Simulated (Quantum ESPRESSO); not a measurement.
## PbSe (Clausthalite) in Quantum ESPRESSO: the effect of functional

Crystal: PbSe (Clausthalite).

```
CELL_PARAMETERS angstrom
0.00000 3.06065 3.06065
3.06065 0.00000 3.06065
3.06065 3.06065 0.00000
ATOMIC_POSITIONS crystal
Pb 0.00000 0.00000 0.00000
Se 0.50000 0.50000 0.50000
```

Alike in all runs:

```yaml
Program: Quantum ESPRESSO 7.5
Task: phonons
Cutoff: 612 eV
Density_cutoff: 4898 eV
k_mesh: 6 × 6 × 6, shifted
Occupations: fermi-dirac, width 0.05 eV
Spin: no spin polarisation
```

Each run relaxes the cell or the atoms first.

```tsv
functional	potentials or basis	relaxed volume (Å³/atom)	dielectric constant (mean)	highest phonon frequency (cm⁻¹)
LDA	GBRV 1.5 LDA	27.49	24.94	56
revPBE	GBRV 1.5 PBE	30.77	18.18	9
PW91	GBRV 1.5 PBE	29.85	19.73	24
AM05	GBRV 1.5 PBE	28.66	21.57	40
vdW-DF-cx	GBRV 1.5 PBE	?	?	?
```

Task: What does the run with functional vdW-DF-cx give?

Result: Relaxed volume 28.58 Å³/atom; dielectric constant 21.64 mean; highest phonon frequency 60 cm⁻¹.

Caveats: the potentials were made for another functional, which shifts forces and pressure (some runs).

Runs at the PBE level aren't shown here.
